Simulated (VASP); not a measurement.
Input of a VASP 6.6.1 run:

INCAR

```
PREC = Accurate
ENCUT = 520
EDIFF = 1E-7
ISMEAR = -1
SIGMA = 0.05
LREAL = False
LASPH = True
NELM = 80
ALGO = Normal
ISIF = 2
LWAVE = False
LCHARG = False
GGA = PS
NBANDS = 13
```

File KPOINTS:

```
Automatic mesh
0
Gamma
  12 12 12
```

POSCAR

```
Mo
1.0
   -1.5943890000      1.5912960000      1.5845360000
    1.6123860000     -1.5430600000      1.5542960000
    1.6065880000      1.5552580000     -1.5362990000
Mo
1
Direct
   -0.0048930000     -0.0285050000     -0.0279780000
```

Potentials or basis: VASP PAW PBE potentials, release 64 (Mo_sv).

Command:

```sh
$ cat potpaw_PBE.64/Mo_sv/POTCAR > POTCAR
$ mpirun -np 1 vasp_std > vasp.out
```

(1) Predict the pressure.

(2) What does it give for the band gap on the k mesh?

Answers

(1) -8.9 GPa.

(2) none (metal or under the smearing width).

Caveat: the PAW data sets were made with another functional, which shifts forces and pressure a little.
